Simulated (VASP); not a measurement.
# GaN (Fm-3m) in VASP: a series of runs

The runs below take GaN through dielectric tensor, with PBE.

All numbers are computed with VASP 6.6.1; they aren't measurements. Logs are shortened: lines on timing, memory, paths and dates and some standing lists are left out, and cuts for length are marked.

## (1) The structure

The structure is cubic, space group Fm-3m (No. 225). Conventional cell: a = 4.270 Å, b = 4.270 Å, c = 4.270 Å, α = 90.00°, β = 90.00°, γ = 90.00°. Ga (site symmetry m-3m) has 6 N at 2.14 Å as nearest neighbours. N (site symmetry m-3m) has 6 Ga at 2.14 Å as nearest neighbours.

Measurements of this composition are mostly on another form, of space group No. 186.

## (2) Dielectric tensor, PBE

INCAR reads:

```
SYSTEM = GaN
  PREC = Accurate
  ENCUT = 650
  EDIFF = 1E-8
  ISMEAR = 0
  SIGMA = 0.01
  LREAL = .FALSE.
  LASPH = .TRUE.
  NELM = 100
  ALGO = Normal
  ISIF = 2
  LWAVE = .FALSE.
  LCHARG = .FALSE.
  GGA = PE
  LEPSILON = .TRUE.
```

KPOINTS reads:

```
Automatic mesh
0
G
  4 4 4
  0 0 0
```

POSCAR reads:

```
GaN
1.0
    0.0000000000      2.1352350000      2.1352350000
    2.1352350000      0.0000000000      2.1352350000
    2.1352350000      2.1352350000      0.0000000000
Ga N
1 1
Direct
    0.0000000000      0.0000000000      0.0000000000
    0.5000000000      0.5000000000      0.5000000000
```

Potentials or basis: VASP PAW PBE potentials, release 64 (Ga_d, N).

Run with:

```console
$ cat potpaw_PBE.64/Ga_d/POTCAR potpaw_PBE.64/N/POTCAR > POTCAR
$ mpirun -np 1 vasp_std > vasp.out
```

OUTCAR:

```text
SYSTEM = GaN
   PREC = Accurate
   ENCUT = 650
   EDIFF = 1E-8
   ISMEAR = 0
   LREAL = .FALSE.
   LASPH = .TRUE.
   NELM = 100
   ISIF = 2
   GGA = PE
   LEPSILON = .TRUE.

 Found      8 irreducible k-points:

 Following reciprocal coordinates:
            Coordinates               Weight
  0.000000  0.000000  0.000000      1.000000
  0.250000  0.000000  0.000000      8.000000
  0.500000  0.000000  0.000000      4.000000
  0.250000  0.250000  0.000000      6.000000
  0.500000  0.250000  0.000000     24.000000
 -0.250000  0.250000  0.000000     12.000000
   k-points           NKPTS =      8   k-points in BZ     NKDIM =      8   number of bands    NBANDS=     13
   number of dos      NEDOS =    301   number of ions     NIONS =      2
   total plane-waves  NPLWV =  21952
   dimension x,y,z NGX =    28 NGY =   28 NGZ =   28
   dimension x,y,z NGXF=    56 NGYF=   56 NGZF=   56
   ions per type =               1   1
   NGX,Y,Z   is equivalent  to a cutoff of  15.42, 15.42, 15.42 a.u.
   NGXF,Y,Z  is equivalent  to a cutoff of  30.83, 30.83, 30.83 a.u.
 SYSTEM =  GaN
   PREC   = accura    normal or accurate (medium, high low for compatibility)
   ISTART =      0    job   : 0-new  1-cont  2-samecut
   ICHARG =      2    charge: 1-file 2-atom 10-const
   ISPIN  =      1    spin polarized calculation?
   LNONCOLLINEAR =      F non collinear calculations
   LSORBIT =      F    spin-orbit coupling
   LASPH  =      T    aspherical Exc in radial PAW
   ENCUT  =  650.0 eV  47.77 Ry    6.91 a.u.   6.28  6.28  6.28*2*pi/ulx,y,z
   NELM   =    100;   NELMIN=  2; NELMDL= -5     # of ELM steps
   EDIFF  = 0.1E-07   stopping-criterion for ELM
   LREAL  =      F    real-space projection
   EDIFFG = 0.1E-06   stopping-criterion for IOM
   NSW    =      0    number of steps for IOM
   IBRION =     -1    ionic relax: 0-MD 1-quasi-New 2-CG
   NFREE  =      0    steps in history (QN), initial steepest desc. (CG)
   ISIF   =      2    stress and relaxation
   ISYM   =      2    0-nonsym 1-usesym 2-fastsym
   POTIM  = 0.5000    time-step for ionic-motion
   TEBEG  =    0.0;   TEEND  =   0.0 temperature during run
   PSTRESS=    0.0 pullay stress
   NELECT =      18.0000    total number of electrons
   NUPDOWN=      -1.0000    fix difference up-down
   EMIN   =  10.00;   EMAX   =-10.00  energy-range for DOS
   EFERMI =   0.00;   METHOD = LEGACY
   ISMEAR =     0;   SIGMA  =   0.01  broadening in eV -4-tet -1-fermi 0-gaus
   EFERMI_NEDOS =   21; number of points for ismear=-14 and -15
   IALGO  =     38    algorithm
   IMIX   =      4    mixing-type and parameters
     AMIX     =   0.40;   BMIX     =  1.00
     AMIX_MAG =   1.60;   BMIX_MAG =  1.00
  volume/ion in A,a.u.               =       9.74        65.70
  Fermi-wavevector in a.u.,A,eV,Ry     =   1.594814  3.013761 34.605481  2.543431
  Thomas-Fermi vector in A             =   2.692830
   LORBIT       =      0    0 simple, 1 ext, 2 COOP (PROOUT), +10 PAW based schemes
   GGA     = PE    functional components
   LHFCALC =     F    Hartree Fock is set to
   AEXX    =    0.0000 exact exchange contribution
   IVDW    =     0    specifies the selected vdW correction
   LEPSILON=     T    determine dielectric tensor
   LRPA    =     F    only Hartree local field effects (RPA)
 non-spin polarized calculation
 Gauss-broadening in eV      SIGMA  =   0.01
  energy-cutoff  :      650.00
  volume of cell :       19.47
 maximum number of plane-waves:       754
 NGX is ok and might be reduce to    28
   NGX = 13   NGY = 13   NGZ = 13

--------------------------------------- Ionic step        1  -------------------------------------------

 number of electron      18.0000003 magnetization

 E-fermi :   7.5026     XC(G=0): -12.8949

 val. band max:        7.4342236117   @ k =   0.5000   0.0000   0.0000
 cond. band min:       7.9119427666   @ k =   0.5000   0.5000   0.0000
 fundamental gap:      0.4777191550
 Fermi energy:         7.5025926511

 k-point     1 :       0.0000    0.0000    0.0000
  band No.  band energies     occupation
      1      -9.4268      2.00000
      2      -6.5344      2.00000
      3      -6.5344      2.00000
      4      -6.5344      2.00000
      5      -6.4458      2.00000
      6      -6.4458      2.00000
      7       7.1308      2.00000
      8       7.1308      2.00000
      9       7.1308      2.00000
     10       9.4594      0.00000
     11      22.0648      0.00000
     12      22.0648      0.00000
     13      22.0648      0.00000

 k-point     2 :       0.2500    0.0000    0.0000
  band No.  band energies     occupation
      1      -8.3028      2.00000
      2      -6.5717      2.00000
      3      -6.5717      2.00000
      4      -6.5653      2.00000
      5      -6.4181      2.00000
      6      -6.4181      2.00000
      7       2.8446      2.00000
      8       7.2497      2.00000
      9       7.2497      2.00000
     10      12.1673      0.00000
     11      16.9678      0.00000
     12      18.5726      0.00000
     13      18.5726      0.00000

 k-point     3 :       0.5000    0.0000    0.0000
  band No.  band energies     occupation
      1      -6.7063      2.00000
      2      -6.6705      2.00000
      3      -6.6705      2.00000
      4      -6.3952      2.00000
      5      -6.3257      2.00000
      6      -6.3257      2.00000
      7      -0.5506      2.00000
      8       7.4342      2.00000
      9       7.4342      2.00000
     10      12.1097      0.00000
     11      16.4302      0.00000
     12      16.4302      0.00000
     13      16.5872      0.00000

 k-point     4 :       0.2500    0.2500    0.0000
  band No.  band energies     occupation
      1      -8.2563      2.00000
      2      -6.6163      2.00000
      3      -6.4203      2.00000
      4      -6.4203      2.00000
      5      -6.3951      2.00000
      6      -6.2823      2.00000
      7       3.8096      2.00000
      8       5.8578      2.00000
      9       5.8578      2.00000
     10      11.9134      0.00000
     11      16.3921      0.00000
     12      17.1142      0.00000
     13      20.5988      0.00000

 k-point     5 :       0.5000    0.2500    0.0000
  band No.  band energies     occupation
      1      -7.6824      2.00000
      2      -6.6220      2.00000
      3      -6.5080      2.00000
      4      -6.4310      2.00000
      5      -6.3079      2.00000
      6      -4.8166      2.00000
      7       0.8355      2.00000
      8       4.2781      2.00000
      9       5.8459      2.00000
     10      11.3070      0.00000
     11      15.8001      0.00000
     12      18.0333      0.00000
     13      19.1982      0.00000

 k-point     6 :      -0.2500    0.2500    0.0000
  band No.  band energies     occupation
      1      -7.4847      2.00000
      2      -6.5954      2.00000
      3      -6.5797      2.00000
      4      -6.5440      2.00000
      5      -6.3958      2.00000
      6      -5.6242      2.00000
      7       1.5324      2.00000
      8       3.9343      2.00000
      9       7.2392      2.00000
     10      13.7138      0.00000
     11      14.8489      0.00000
     12      17.3623      0.00000
     13      17.6169      0.00000

 [... further k-points ...]

  FORCE on cell =-STRESS in cart. coord.  units (eV):
  Direction    XX          YY          ZZ          XY          YZ          ZX
  --------------------------------------------------------------------------------------
  -------------------------------------------------------------------------------------
  Total       -0.0709049     -0.0709049     -0.0709049     -0.0000000      0.0000000     -0.0000000
  in kB       -5.8347153     -5.8347153     -5.8347153     -0.0000000      0.0000000     -0.0000000
  external PRESSURE =      -5.8347153 kB  Pullay stress =       0.0000000 kB

 VOLUME and BASIS-vectors are now :
 -----------------------------------------------------------------------------
  energy-cutoff  :      650.00
  volume of cell :       19.47
      direct lattice vectors                 reciprocal lattice vectors
     0.000000000  2.135235000  2.135235000    -0.234166263  0.234166263  0.234166263
     2.135235000  0.000000000  2.135235000     0.234166263 -0.234166263  0.234166263
     2.135235000  2.135235000  0.000000000     0.234166263  0.234166263 -0.234166263

 POSITION                                       TOTAL-FORCE (eV/Angst)
 -----------------------------------------------------------------------------------
      0.00000      0.00000      0.00000         0.000000      0.000000      0.000000
      2.13524      2.13524      2.13524        -0.000000     -0.000000     -0.000000
 -----------------------------------------------------------------------------------
    total drift:                                0.000000      0.000000      0.000000

  FREE ENERGIE OF THE ION-ELECTRON SYSTEM (eV)
  ---------------------------------------------------
  free  energy   TOTEN  =       -11.0681263294 eV

  energy  without entropy=      -11.0681263294  energy(sigma->0) =      -11.06812633

 HEAD OF MICROSCOPIC STATIC DIELECTRIC TENSOR (INDEPENDENT PARTICLE, excluding Hartree and local field effects)
 ------------------------------------------------------
          14.715106     0.000000    -0.000000
          -0.000000    14.715106     0.000000
           0.000000     0.000000    14.715106
 ------------------------------------------------------

 Free energy of the ion-electron system (eV)
  ---------------------------------------------------
  ---------------------------------------------------
  free energy    TOTEN  =        -0.76892779 eV

  energy without entropy =       -0.76892779

------------------------ aborting loop because EDIFF is reached ----------------------------------------

--------------------------------------- Ionic step        2  -------------------------------------------

------------------------ aborting loop because EDIFF is reached ----------------------------------------

--------------------------------------- Ionic step        3  -------------------------------------------

 Free energy of the ion-electron system (eV)
  ---------------------------------------------------
  ---------------------------------------------------
  free energy    TOTEN  =        -0.76892771 eV

  energy without entropy =       -0.76892771

------------------------ aborting loop because EDIFF is reached ----------------------------------------

 PIEZOELECTRIC TENSOR FIELD DIRECTION 3  (e Angst)
 -----------------------------------------------------------------------------
     0.00248  0.00000 -0.00000           (  0.00002  0.00000  0.00000)
     0.00000  0.00248  0.00000           (  0.00000  0.00002  0.00000)
     0.00000  0.00000 -0.00514           (  0.00000  0.00000 -0.00003)

 PIEZOELECTRIC TENSOR FIELD DIRECTION 3  (C/m^2)
 -----------------------------------------------------------------------------
     0.00204  0.00000 -0.00000
     0.00000  0.00204  0.00000
     0.00000  0.00000 -0.00423

 MACROSCOPIC STATIC DIELECTRIC TENSOR (including local field effects in DFT)
 ------------------------------------------------------
          14.394865     0.000000    -0.000000
          -0.000000    14.394865     0.000000
          -0.000000     0.000000    14.394865
 ------------------------------------------------------

 PIEZOELECTRIC TENSOR (including local field effects)  for field in x, y, z        (e  Angst)
          XX          YY          ZZ          XY          YZ          ZX
  --------------------------------------------------------------------------------
  x     0.00000     0.00000     0.00000     0.00000     0.00000     0.00000
  y     0.00000     0.00000     0.00000     0.00000     0.00000     0.00000
  z     0.00000     0.00000     0.00000     0.00000     0.00000     0.00000

 PIEZOELECTRIC TENSOR (including local field effects)  for field in x, y, z        (C/m^2)
          XX          YY          ZZ          XY          YZ          ZX
  --------------------------------------------------------------------------------
  x     0.00000     0.00000     0.00000     0.00000     0.00000     0.00000
  y     0.00000     0.00000     0.00000     0.00000     0.00000     0.00000
  z     0.00000     0.00000     0.00000     0.00000     0.00000     0.00000

 BORN EFFECTIVE CHARGES (including local field effects) (in |e|, cummulative output)
 ---------------------------------------------------------------------------------
 ion    1
    1     4.21924     0.00000    -0.00000
    2     0.00000     4.21924     0.00000
    3    -0.00000     0.00000     4.21924
 ion    2
    1    -4.21924     0.00000     0.00000
    2     0.00000    -4.21924    -0.00000
    3     0.00000    -0.00000    -4.21924
```

It took 35 s on 1 thread of Intel Xeon 6975P-C (Granite Rapids), shared host; peak memory 0.16 GiB.

The run converged, but some of its settings lie outside the range that counts as converged, so its numbers aren't taken as properties of the crystal.

Results:

```yaml
Band_gap_on_the_k_mesh: 0.48 eV, indirect (least direct gap 2.33 eV)
Electronic_dielectric_tensor_diagonal: 14.39
Born_charges_mean_of_the_diagonal: Ga +4.22; N -4.22 e
```

Caveat: the k mesh is coarse (spacing up to 0.64 Å⁻¹), so the values aren't converged; the gap is small at this level, which inflates the dielectric constant.

## (3) Dielectric tensor, PBE

Changes to INCAR since step 2:

```diff
@@ -2,3 +2,3 @@
   PREC = Accurate
-  ENCUT = 650
+  ENCUT = 280
   EDIFF = 1E-8
```

KPOINTS reads:

```
Automatic mesh
0
G
  7 7 7
  0 0 0
```

POSCAR is that of step 2.

Potentials or basis: VASP PAW PBE potentials, release 64 (Ga_d, N).

Run with:

```console
$ cat potpaw_PBE.64/Ga_d/POTCAR potpaw_PBE.64/N/POTCAR > POTCAR
$ mpirun -np 1 vasp_std > vasp.out
```

OUTCAR:

```text
SYSTEM = GaN
   PREC = Accurate
   ENCUT = 280
   EDIFF = 1E-8
   ISMEAR = 0
   LREAL = .FALSE.
   LASPH = .TRUE.
   NELM = 100
   ISIF = 2
   GGA = PE
   LEPSILON = .TRUE.

 Found     20 irreducible k-points:

 Following reciprocal coordinates:
            Coordinates               Weight
  0.000000  0.000000  0.000000      1.000000
  0.142857  0.000000  0.000000      8.000000
  0.285714  0.000000  0.000000      8.000000
  0.428571  0.000000  0.000000      8.000000
  0.142857  0.142857  0.000000      6.000000
  0.285714  0.142857  0.000000     24.000000
[... 236 lines left out ...]
     0.00061  0.00000  0.00000
     0.00000  0.00061 -0.00000
    -0.00000 -0.00000 -0.00121

 MACROSCOPIC STATIC DIELECTRIC TENSOR (including local field effects in DFT)
 ------------------------------------------------------
           9.848591     0.000000     0.000000
          -0.000000     9.848591     0.000000
          -0.000000    -0.000000     9.848591
 ------------------------------------------------------

 PIEZOELECTRIC TENSOR (including local field effects)  for field in x, y, z        (e  Angst)
          XX          YY          ZZ          XY          YZ          ZX
  --------------------------------------------------------------------------------
  x     0.00000     0.00000     0.00000     0.00000     0.00000     0.00000
  y     0.00000     0.00000     0.00000     0.00000     0.00000     0.00000
  z     0.00000     0.00000     0.00000     0.00000     0.00000     0.00000

 PIEZOELECTRIC TENSOR (including local field effects)  for field in x, y, z        (C/m^2)
          XX          YY          ZZ          XY          YZ          ZX
  --------------------------------------------------------------------------------
  x     0.00000     0.00000     0.00000     0.00000     0.00000     0.00000
  y     0.00000     0.00000     0.00000     0.00000     0.00000     0.00000
  z     0.00000     0.00000     0.00000     0.00000     0.00000     0.00000

 BORN EFFECTIVE CHARGES (including local field effects) (in |e|, cummulative output)
 ---------------------------------------------------------------------------------
 ion    1
    1     3.65811    -0.00000     0.00000
    2     0.00000     3.65811     0.00000
    3     0.00000     0.00000     3.65811
 ion    2
    1    -3.65811     0.00000     0.00000
    2    -0.00000    -3.65811     0.00000
    3     0.00000     0.00000    -3.65811
```

OSZICAR:

```text
N       E                     dE             d eps       ncg     rms          rms(c)
DAV:   1     0.614115276247E+02    0.61412E+02   -0.72282E+03   546   0.183E+03
[... 13 lines left out ...]
RMM:   5    -0.505342488517E+00   -0.16036E-02   -0.25767E-04  1961   0.165E-01    0.957E-03
RMM:   6    -0.505588486188E+00   -0.24600E-03   -0.16780E-05  2075   0.419E-02    0.616E-03
RMM:   7    -0.505669364235E+00   -0.80878E-04   -0.14564E-06  2010   0.121E-02    0.104E-03
RMM:   8    -0.505708848346E+00   -0.39484E-04   -0.13717E-07  2013   0.380E-03    0.404E-04
RMM:   9    -0.505703721400E+00    0.51269E-05   -0.20702E-08  2042   0.133E-03    0.515E-05
RMM:  10    -0.505703513325E+00    0.20808E-06   -0.23479E-09  1958   0.419E-04    0.220E-05
RMM:  11    -0.505703400619E+00    0.11271E-06   -0.34786E-10  1433   0.147E-04    0.484E-06
```

Wall time 16 s (1 thread of Intel Xeon 6975P-C (Granite Rapids), shared host); peak memory 0.12 GiB.

The run converged, but a check on its numbers failed (symmetry, net force, bounds or a known fault of this set-up), so they aren't taken as properties of the crystal.

Caveat: the cutoff lies under the usual one of these potentials, so the numbers hold a large basis-set error; the gap is small at this level, which inflates the dielectric constant; an odd mesh through Γ misses points on the zone boundary, where band edges often lie.

(Continued in part 2 of 2.)
